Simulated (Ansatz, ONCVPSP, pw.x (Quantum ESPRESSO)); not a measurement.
# pw.x on bcc N: one setting changed

Potential: optimised norm-conserving Vanderbilt (ONCV), ONCVPSP 4.0.1.1 (patched build), PBE; core [He], reference 2s2 2p3; waves: 2s: rc 0.75 bohr, ncon 3, nbas 7, qcut 8.9 1/bohr, 1 projector; 2p: rc 1.80 bohr, ncon 4, nbas 8, qcut 8.2 1/bohr, 2 projectors, debl 1.6 Ha; d scattering state at 0.19 Ha: rc 1.80 bohr, ncon 4, nbas 7, qcut 5.6 1/bohr, 2 projectors, debl 2.7 Ha; local part: polynomial inside 0.60 bohr (lpopt 5, dvloc0 6 Ha); core correction: none.

The reference run (k-mesh 18³, cutoffs 90/360 Ry, Fermi–Dirac 0.01 Ry, mixing_beta 0.4, conv_thr 1e-9, no spin) gives -0.39 GPa at 7.247 Å³/atom, where all-electron LAPW gives -0.09 GPa. This run, with its own iteration cap, changes mixing_ndim to 2.

```
&control
  calculation='scf', prefix='x', pseudo_dir='./', outdir='./tmp', tstress=.true., disk_io='none'
/
&system
  ibrav=0, nat=1, ntyp=1, ecutwfc=90, ecutrho=360, nbnd=9,
  occupations='smearing', smearing='fd', degauss=0.01
/
&electrons
  conv_thr=1e-09, mixing_beta=0.4, electron_maxstep=50, mixing_ndim=2
/
ATOMIC_SPECIES
N 1.0 N.UPF
CELL_PARAMETERS angstrom
  -1.21908154 1.21908154 1.21908154
  1.21908154 -1.21908154 1.21908154
  1.21908154 1.21908154 -1.21908154
ATOMIC_POSITIONS crystal
N 0.0000 0.0000 0.0000
K_POINTS automatic
18 18 18 0 0 0
```

```bash
pw.x < N.scf.in > N.scf.out
```

Q: How does the run end?

A: It converges in 5 iterations; the free energy moves by +0.0 meV/atom and the pressure by +0.00 GPa. The result is that of the reference run.

```
Message from routine setup:
     using ibrav=0 with symmetry is DISCOURAGED, use correct ibrav instead
     lattice parameter (alat)  =       3.9902  a.u.
     unit-cell volume          =      48.9052 (a.u.)^3
     number of electrons       =         5.00
     number of Kohn-Sham states=            9
     kinetic-energy cutoff     =      90.0000  Ry
     charge density cutoff     =     360.0000  Ry
     scf convergence threshold =      1.0E-09
     Exchange-correlation= PBE
     number of k points=   195  Fermi-Dirac smearing, width (Ry)=  0.0100
     iteration #  1     ecut=    90.00 Ry     beta= 0.40
     total energy              =     -19.47894131 Ry
     estimated scf accuracy    <       0.00046539 Ry
     iteration #  2     ecut=    90.00 Ry     beta= 0.40
     total energy              =     -19.47901920 Ry
     estimated scf accuracy    <       0.00013754 Ry
     iteration #  3     ecut=    90.00 Ry     beta= 0.40
     total energy              =     -19.47903550 Ry
     estimated scf accuracy    <       0.00000622 Ry
     iteration #  4     ecut=    90.00 Ry     beta= 0.40
     total energy              =     -19.47903605 Ry
     estimated scf accuracy    <          3.6E-09 Ry
     iteration #  5     ecut=    90.00 Ry     beta= 0.40
     the Fermi energy is     8.8771 ev
!    total energy              =     -19.47903605 Ry
     estimated scf accuracy    <          5.5E-10 Ry
     smearing contrib. (-TS)   =      -0.00254777 Ry
     The total energy is F=E-TS. E is the sum of the following terms:
     one-electron contribution =       3.36797327 Ry
     hartree contribution      =       1.59630135 Ry
     xc contribution           =      -4.69434578 Ry
     ewald contribution        =     -19.74641711 Ry
     convergence has been achieved in   5 iterations
          total   stress  (Ry/bohr**3)                   (kbar)     P=       -3.95
     Message from routine punch:
     Nothing written, as per user request (disk_io='none')
```

The run took about 11 s on one core of a shared host (Intel(R) Xeon(R) Processor @ 2.60GHz, 24 threads, 31 GiB, load 4).
